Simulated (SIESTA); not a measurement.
The system is BeTe.

```
Te Be
1.0
     0.00000    2.77000    2.77000
     2.77000    0.00000    2.77000
     2.77000    2.77000    0.00000
Te Be
1 1
Cartesian
  4.1550 4.1550 4.1550
  0.0000 0.0000 0.0000
```

| Property | Result |
| --- | --- |
| Program | SIESTA 5.4.2 |
| Task | relaxation of cell and atoms |
| Functional | vdW-DF-cx |
| Potentials or basis | PseudoDojo 0.4 standard (PBE files) |
| Basis | DZP (energy shift 0.002 Ry; radii capped at 9.5 bohr) |
| Grid cutoff | 800 Ry |
| Energy shift | 0.002 Ry |
| k mesh | 8 × 8 × 8 |
| Occupations | fermi-dirac, width 0.05 eV |
| Spin | no spin polarisation |

At the start: pressure 2.9 GPa; volume 21.25 Å³/atom.

Question: Where does the relaxation end?

Answer: Over 12 steps the energy falls by 16.9 meV/atom and the volume is 22.46 Å³/atom (+5.7 %); space group F-43m (No. 216, to 0.05 Å).

Step by step:
```tsv
step	energy change (eV)	largest force (eV/Å)	pressure (GPa)	volume (Å³)
1	0.0000	0.0001	2.88	42.51
2	-0.0256	0.0011	2.41	44.00
3	-0.0159	0.0027	-2.69	46.45
4	-0.0335	0.0058	-0.55	45.11
5	0.2698	2.6299	-0.40	47.01
6	-0.0335	0.0446	-0.50	45.10
7	-0.0335	0.0096	-0.49	45.10
8	-0.0335	0.0051	-0.49	45.10
9	-0.0336	0.0053	-0.43	45.08
10	-0.0337	0.0058	-0.33	45.05
11	-0.0338	0.0065	-0.17	45.00
12	-0.0338	0.0077	0.10	44.92
```

Final structure:
```cif
data_structure
_symmetry_space_group_name_H-M 'P 1'
_symmetry_Int_Tables_number 1
_cell_length_a 3.9903
_cell_length_b 3.9903
_cell_length_c 3.9903
_cell_angle_alpha 59.996
_cell_angle_beta 59.996
_cell_angle_gamma 59.996
_cell_volume 44.92
loop_
_atom_site_label
_atom_site_type_symbol
_atom_site_fract_x
_atom_site_fract_y
_atom_site_fract_z
_atom_site_occupancy
Te1 Te 0.75003 0.75003 0.75003 1
Be1 Be 0.99998 0.99998 0.99998 1
```

Caveat: semicore shells carry a single zeta, which can move pressures by several GPa and volumes by a few percent; the potentials were made for another functional, which shifts forces and pressure; the basis of atomic orbitals isn't converged, which shifts pressures, moduli and gaps.
